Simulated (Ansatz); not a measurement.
**From C to Sn: the dipole moment**

One atom is swapped for its congeners: C4H8 (1-butene) `C=CCC`; C3H8Si (prop-2-enylsilane) `C=CC[SiH3]`; C3H8Ge `C=C[CH2][GeH3]`; C3H8Sn `C=C[CH2][SnH3]`. All are singlets with charge 0.

Shapes, held fixed at every level: PBE0-D4/def2-TZVP. Flexible molecules stand in one conformer, not always the lowest. Programs: Ansatz 0.2.0. Values in D.

```tsv
level	C4H8	C3H8Si	C3H8Ge	C3H8Sn
PBE-D4/def2-TZVPP	0.43	0.90	0.51	0.56
r2SCAN-D4/def2-TZVPP	0.45	0.90	0.52	0.56
B3LYP-D4/def2-TZVPP	0.41	0.86	0.51	0.56
wB97M-V/def2-TZVPP	0.40	0.86	0.48	0.52
```

At wB97M-V/def2-TZVPP the dipole moment isn't monotonic: it is largest for Si and smallest for C (0.86 and 0.40 D). Every level shows the same order. For atoms past krypton def2 sets carry core potentials with scalar relativity. Relativity is left out for Ge unless named. Magnitudes only: a dipole under 1 D may point either way.
